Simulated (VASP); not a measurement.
# BaTe (Fm-3m) in VASP: notebook

The runs below take BaTe through single point, with PBE.

Program: VASP 6.6.1. These are calculated values, not measurements. Logs are shortened: lines on timing, memory, paths and dates and some standing lists are left out, and cuts for length are marked.

**1. The structure**

It takes space group Fm-3m (No. 225, cubic). Conventional cell: a = 6.820 Å, b = 6.820 Å, c = 6.820 Å, α = 90.00°, β = 90.00°, γ = 90.00°. Ba (site symmetry m-3m) is surrounded by 6 Te at 3.41 Å. Te (site symmetry m-3m) is surrounded by 6 Ba at 3.41 Å.

**2. Single point, PBE**

INCAR reads:

```
ALGO     = Fast           # electronic algorithm
EDIFF    = 1E-6           # SCF threshold, eV
ENCUT    = 520            # plane-wave cutoff, eV
GGA      = PE             # functional
ISIF     = 2              # what is computed and relaxed
ISMEAR   = -1             # smearing method
LASPH    = T              # aspherical terms in the spheres
LCHARG   = F              # write CHGCAR
LREAL    = F              # projectors in reciprocal space
LWAVE    = F              # write WAVECAR
NBANDS   = 15             # bands
NELM     = 100            # most SCF steps
PREC     = Accurate       # precision mode
SIGMA    = 0.05           # smearing width, eV
```

KPOINTS reads:

```
k-points
0
Gamma
  7 7 7
```

POSCAR reads:

```
BaTe
1.0
    0.0000000000      3.4100000000      3.4100000000
    3.4100000000      0.0000000000      3.4100000000
    3.4100000000      3.4100000000      0.0000000000
Ba Te
1 1
Direct
    0.0000000000      0.0000000000      0.0000000000
    0.5000000000      0.5000000000      0.5000000000
```

Potentials or basis: VASP PAW PBE potentials, release 64 (Ba_sv, Te).

The run is started by

```console
cat potpaw_PBE.64/Ba_sv/POTCAR potpaw_PBE.64/Te/POTCAR > POTCAR
mpirun -np 1 vasp_std > vasp.out
```

OUTCAR:

```text
EDIFF = 1E-6
   ENCUT = 520
   GGA = PE
   ISIF = 2
   ISMEAR = -1
   LASPH = T
   LREAL = F
   NELM = 100
   PREC = Accurate

 ion  position               nearest neighbor table
   1  0.000  0.000  0.000-   2 3.41   2 3.41   2 3.41   2 3.41   2 3.41   2 3.41
   2  0.500  0.500  0.500-   1 3.41   1 3.41   1 3.41   1 3.41   1 3.41   1 3.41

  LATTYP: Found a face centered cubic cell.
 ALAT       =     6.8200000000

  Lattice vectors:

 A1 = (   0.0000000000,   3.4100000000,   3.4100000000)
 A2 = (   3.4100000000,   0.0000000000,   3.4100000000)
 A3 = (   3.4100000000,   3.4100000000,   0.0000000000)

Analysis of symmetry for initial positions (statically):
=====================================================================
 Subroutine PRICEL returns:
 Original cell was already a primitive cell.

 Routine SETGRP: Setting up the symmetry group for a
 face centered cubic supercell.

 Subroutine GETGRP returns: Found 48 space group operations
 (whereof 48 operations were pure point group operations)
 out of a pool of 48 trial point group operations.

The static configuration has the point symmetry O_h .

Analysis of symmetry for dynamics (positions and initial velocities):
=====================================================================
 Subroutine PRICEL returns:
 Original cell was already a primitive cell.

 Routine SETGRP: Setting up the symmetry group for a
 face centered cubic supercell.

 Subroutine GETGRP returns: Found 48 space group operations
 (whereof 48 operations were pure point group operations)
 out of a pool of 48 trial point group operations.

The dynamic configuration has the point symmetry O_h .

 Subroutine INISYM returns: Found 48 space group operations
 (whereof 48 operations are pure point group operations),
 and found     1 'primitive' translations

----------------------------------------------------------------------------------------

                                     Primitive cell

  volume of cell :      79.3036

  direct lattice vectors                    reciprocal lattice vectors
     0.000000000  3.410000000  3.410000000    -0.146627566  0.146627566  0.146627566
     3.410000000  0.000000000  3.410000000     0.146627566 -0.146627566  0.146627566
     3.410000000  3.410000000  0.000000000     0.146627566  0.146627566 -0.146627566

  length of vectors
     4.822468248  4.822468248  4.822468248     0.253966394  0.253966394  0.253966394

  position of ions in fractional coordinates (direct lattice)
     0.000000000  0.000000000  0.000000000
     0.500000000  0.500000000  0.500000000

  ion indices of the primitive-cell ions
   primitive index   ion index
                 1           1
                 2           2

----------------------------------------------------------------------------------------

 KPOINTS: k-points

Automatic generation of k-mesh.
 Grid dimensions read from file:
 generate k-points for:    7    7    7

 Generating k-lattice:

  Cartesian coordinates                     Fractional coordinates (reciprocal lattice)
    -0.020946795  0.020946795  0.020946795     0.142857143  0.000000000  0.000000000
     0.020946795 -0.020946795  0.020946795     0.000000000  0.142857143  0.000000000
     0.020946795  0.020946795 -0.020946795     0.000000000  0.000000000  0.142857143

  Length of vectors
     0.036280913  0.036280913  0.036280913

  Shift w.r.t. Gamma in fractional coordinates (k-lattice)
     0.000000000  0.000000000  0.000000000

 Subroutine IBZKPT returns following result:
 ===========================================

 Found     20 irreducible k-points:

 Following reciprocal coordinates:
            Coordinates               Weight
  0.000000  0.000000  0.000000      1.000000
  0.142857  0.000000  0.000000      8.000000
  0.285714  0.000000  0.000000      8.000000
  0.428571  0.000000  0.000000      8.000000
  0.142857  0.142857  0.000000      6.000000
  0.285714  0.142857  0.000000     24.000000
[... 12 lines left out ...]
 -0.428571  0.428571  0.142857     24.000000
 -0.285714  0.428571  0.142857     24.000000
   k-points           NKPTS =     20   k-points in BZ     NKDIM =     20   number of bands    NBANDS=     15
   number of dos      NEDOS =    301   number of ions     NIONS =      2
   total plane-waves  NPLWV =  46656
   dimension x,y,z NGX =    36 NGY =   36 NGZ =   36
   dimension x,y,z NGXF=    72 NGYF=   72 NGZF=   72
   ions per type =               1   1
   NGX,Y,Z   is equivalent  to a cutoff of  12.41, 12.41, 12.41 a.u.
   NGXF,Y,Z  is equivalent  to a cutoff of  24.82, 24.82, 24.82 a.u.
 SYSTEM =  unknown system
   PREC   = accura    normal or accurate (medium, high low for compatibility)
   ISTART =      0    job   : 0-new  1-cont  2-samecut
   ICHARG =      2    charge: 1-file 2-atom 10-const
   ISPIN  =      1    spin polarized calculation?
   LNONCOLLINEAR =      F non collinear calculations
   LSORBIT =      F    spin-orbit coupling
   LASPH  =      T    aspherical Exc in radial PAW
   ENCUT  =  520.0 eV  38.22 Ry    6.18 a.u.   8.97  8.97  8.97*2*pi/ulx,y,z
   NELM   =    100;   NELMIN=  2; NELMDL= -5     # of ELM steps
   EDIFF  = 0.1E-05   stopping-criterion for ELM
   LREAL  =      F    real-space projection
   EDIFFG = 0.1E-04   stopping-criterion for IOM
   NSW    =      0    number of steps for IOM
   IBRION =     -1    ionic relax: 0-MD 1-quasi-New 2-CG
   NFREE  =      0    steps in history (QN), initial steepest desc. (CG)
   ISIF   =      2    stress and relaxation
   ISYM   =      2    0-nonsym 1-usesym 2-fastsym
   POTIM  = 0.5000    time-step for ionic-motion
   TEBEG  =    0.0;   TEEND  =   0.0 temperature during run
   PSTRESS=    0.0 pullay stress
   NELECT =      16.0000    total number of electrons
   NUPDOWN=      -1.0000    fix difference up-down
   EMIN   =  10.00;   EMAX   =-10.00  energy-range for DOS
   EFERMI =   0.00;   METHOD = LEGACY
   ISMEAR =    -1;   SIGMA  =   0.05  broadening in eV -4-tet -1-fermi 0-gaus
   EFERMI_NEDOS =   21; number of points for ismear=-14 and -15
   IALGO  =     68    algorithm
   IMIX   =      4    mixing-type and parameters
     AMIX     =   0.40;   BMIX     =  1.00
     AMIX_MAG =   1.60;   BMIX_MAG =  1.00
  volume/ion in A,a.u.               =      39.65       267.58
  Fermi-wavevector in a.u.,A,eV,Ry     =   0.960175  1.814468 12.543704  0.921936
  Thomas-Fermi vector in A             =   2.089436
   LORBIT       =      0    0 simple, 1 ext, 2 COOP (PROOUT), +10 PAW based schemes
   GGA     = PE    functional components
   LHFCALC =     F    Hartree Fock is set to
   AEXX    =    0.0000 exact exchange contribution
   IVDW    =     0    specifies the selected vdW correction
   LEPSILON=     F    determine dielectric tensor
   LRPA    =     F    only Hartree local field effects (RPA)
 non-spin polarized calculation
 RMM-DIIS sequential band-by-band and
  energy-cutoff  :      520.00
  volume of cell :       79.30
 maximum number of plane-waves:      2145
   NGX = 17   NGY = 17   NGZ = 17

 number of electron      16.0000000 magnetization

 Free energy of the ion-electron system (eV)
  ---------------------------------------------------
  ext. energy  EPLUGINS =         0.00000000
  ---------------------------------------------------
  free energy    TOTEN  =        -8.51265429 eV

  energy without entropy =       -8.51265425  energy(sigma->0) =       -8.51265427

 E-fermi :   3.4714     XC(G=0):  -8.5642

 val. band max:        2.7957078572   @ k =   0.0000   0.0000   0.0000
 cond. band min:       4.1760971744   @ k =   0.4286   0.4286   0.0000
 fundamental gap:      1.3803893171
 Fermi energy:         3.4714049487

 k-point     1 :       0.0000    0.0000    0.0000
  band No.  band energies     occupation
      1     -24.0336      2.00000
      2      -9.2065      2.00000
      3      -9.2065      2.00000
      4      -9.2065      2.00000
      5      -6.9312      2.00000
      6       2.7957      2.00000
      7       2.7957      2.00000
      8       2.7957      2.00000
      9       5.6586      0.00000
     10       5.6586      0.00000
     11       5.6586      0.00000
     12       6.0236      0.00000
     13       6.3623      0.00000
     14       6.3623      0.00000
     15       9.7747      0.00000

 k-point     2 :       0.1429    0.0000    0.0000
  band No.  band energies     occupation
      1     -24.0297      2.00000
      2      -9.3489      2.00000
      3      -9.2091      2.00000
      4      -9.2091      2.00000
      5      -6.7246      2.00000
      6       2.1001      2.00000
      7       2.4461      2.00000
      8       2.4461      2.00000
      9       5.7272      0.00000
     10       5.9347      0.00000
     11       5.9347      0.00000
     12       6.8890      0.00000
     13       7.0144      0.00000
     14       7.0144      0.00000
     15      10.4706      0.00000

 k-point     3 :       0.2857    0.0000    0.0000
  band No.  band energies     occupation
      1     -24.0210      2.00000
      2      -9.6112      2.00000
      3      -9.2148      2.00000
      4      -9.2148      2.00000
      5      -6.3059      2.00000
      6       1.0606      2.00000
      7       1.8831      2.00000
      8       1.8831      2.00000
      9       6.0266      0.00000
     10       6.6579      0.00000
     11       6.6579      0.00000
     12       8.3140      0.00000
     13       8.5016      0.00000
     14       8.5016      0.00000
     15      11.3436      0.00000

 k-point     4 :       0.4286    0.0000    0.0000
  band No.  band energies     occupation
      1     -24.0140      2.00000
      2      -9.7859      2.00000
      3      -9.2193      2.00000
      4      -9.2193      2.00000
      5      -5.9907      2.00000
      6       0.4183      2.00000
      7       1.5407      2.00000
      8       1.5407      2.00000
      9       6.7666      0.00000
     10       7.6094      0.00000
     11       7.6094      0.00000
     12       8.0934      0.00000
     13       9.9265      0.00000
     14       9.9265      0.00000
     15      10.7531      0.00000
[... 235 lines left out ...]
 k-point    18 :      -0.4286    0.2857    0.1429
  band No.  band energies     occupation
      1     -24.0097      2.00000
      2      -9.6378      2.00000
      3      -9.3357      2.00000
      4      -9.2668      2.00000
      5      -6.2397      2.00000
      6       0.9149      2.00000
      7       1.6402      2.00000
      8       1.8267      2.00000
      9       6.0677      0.00000
     10       7.1588      0.00000
     11       7.9734      0.00000
     12       8.3043      0.00000
     13       9.0390      0.00000
     14      10.1716      0.00000
     15      11.0063      0.00000

 k-point    19 :      -0.4286    0.4286    0.1429
  band No.  band energies     occupation
      1     -24.0074      2.00000
      2      -9.5132      2.00000
      3      -9.3484      2.00000
      4      -9.3436      2.00000
      5      -6.4800      2.00000
      6       1.4430      2.00000
      7       1.8150      2.00000
      8       2.0754      2.00000
      9       5.0595      0.00000
     10       7.6202      0.00000
     11       7.7758      0.00000
     12       8.7175      0.00000
     13       8.7757      0.00000
     14       9.1832      0.00000
     15      11.0850      0.00000

 k-point    20 :      -0.2857    0.4286    0.1429
  band No.  band energies     occupation
      1     -24.0068      2.00000
      2      -9.5064      2.00000
      3      -9.4209      2.00000
      4      -9.3226      2.00000
      5      -6.3766      2.00000
      6       1.2791      2.00000
      7       1.7578      2.00000
      8       1.8233      2.00000
      9       5.9366      0.00000
     10       6.8399      0.00000
     11       8.0462      0.00000
     12       8.3965      0.00000
     13       8.6231      0.00000
     14      10.6605      0.00000
     15      11.3549      0.00000

------------------------ aborting loop because EDIFF is reached ----------------------------------------

  FORCE on cell =-STRESS in cart. coord.  units (eV):
  Direction    XX          YY          ZZ          XY          YZ          ZX
  --------------------------------------------------------------------------------------
  -------------------------------------------------------------------------------------
  Total        2.1032692      2.1032692      2.1032692     -0.0000000      0.0000000      0.0000000
  in kB       42.4925028     42.4925028     42.4925028     -0.0000000      0.0000000      0.0000000
  external PRESSURE =      42.4925028 kB  Pullay stress =       0.0000000 kB

 VOLUME and BASIS-vectors are now :
 -----------------------------------------------------------------------------
  energy-cutoff  :      520.00
  volume of cell :       79.30
      direct lattice vectors                 reciprocal lattice vectors
     0.000000000  3.410000000  3.410000000    -0.146627566  0.146627566  0.146627566
     3.410000000  0.000000000  3.410000000     0.146627566 -0.146627566  0.146627566
     3.410000000  3.410000000  0.000000000     0.146627566  0.146627566 -0.146627566

 POSITION                                       TOTAL-FORCE (eV/Angst)
 -----------------------------------------------------------------------------------
      0.00000      0.00000      0.00000        -0.000000     -0.000000     -0.000000
      3.41000      3.41000      3.41000         0.000000      0.000000      0.000000
 -----------------------------------------------------------------------------------
    total drift:                                0.000000      0.000000      0.000000

  FREE ENERGIE OF THE ION-ELECTRON SYSTEM (eV)
  ---------------------------------------------------
  free  energy   TOTEN  =        -8.5126542910 eV

  energy  without entropy=       -8.5126542511  energy(sigma->0) =       -8.51265427
```

Wall time 14 s (1 thread of Intel Xeon 6975P-C (Granite Rapids), shared host); peak memory 0.21 GiB.

What came out:

| Property | Result |
| --- | --- |
| Free energy | -8.5127 eV |
| Pressure | 4.2 GPa |
| Band gap on the k mesh | 1.38 eV, indirect (least direct gap 1.76 eV) |

Levels at points of the mesh, in eV from the valence-band top:
| k point | band 4 | band 5 | band 6 | band 7 | band 8 | band 9 | band 10 | band 11 | band 12 | band 13 |
| --- | --- | --- | --- | --- | --- | --- | --- | --- | --- | --- |
| (0.00, 0.00, 0.00) | -12.00 | -9.73 | 0.00 | 0.00 | 0.00 | 2.86 | 2.86 | 2.86 | 3.23 | 3.57 |

Caveat: spin-orbit coupling is left out, which moves the levels of the heavy elements; an odd mesh through Γ misses points on the zone boundary, where band edges often lie.

(Continued in part 2 of 2.)
